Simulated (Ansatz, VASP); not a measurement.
**Y: VASP beside Ansatz**

```
CELL_PARAMETERS angstrom
0.00000 2.48900 2.48900
2.48900 0.00000 2.48900
2.48900 2.48900 0.00000
ATOMIC_POSITIONS crystal
Y 0.00000 0.00000 0.00000
```

Change from the starting cell: volume scaled by 0.95, crystal datasets.

Alike in both runs: task electric field gradients; functional PBE; k mesh 12 × 12 × 12; occupations fermi-dirac, width 0.03 eV; no spin polarisation.

|  | VASP | Ansatz |
| --- | --- | --- |
| version | VASP 6.6.1 | Ansatz 0.2.0 |
| potentials or method | VASP PAW PBE potentials, release 64 (Y_sv), cutoff 520 eV | all-electron PAW with datasets made for the crystal, scalar-relativistic |

Ansatz gave:

| Quantity | Value |
| --- | --- |
| pressure (GPa) | 2.2 |
| Vzz of the field gradient on the site that differs most (V/Å²) | 0.0 |

Problem. Which values does VASP return?

Solution. Pressure (GPa): 2.0; Vzz of the field gradient on the site that differs most (V/Å²): 0.0.

Ansatz ran all-electron here, so the differences hold the error of VASP's frozen core and of both bases. Ansatz warned: «gradients_without_spin_orbit».
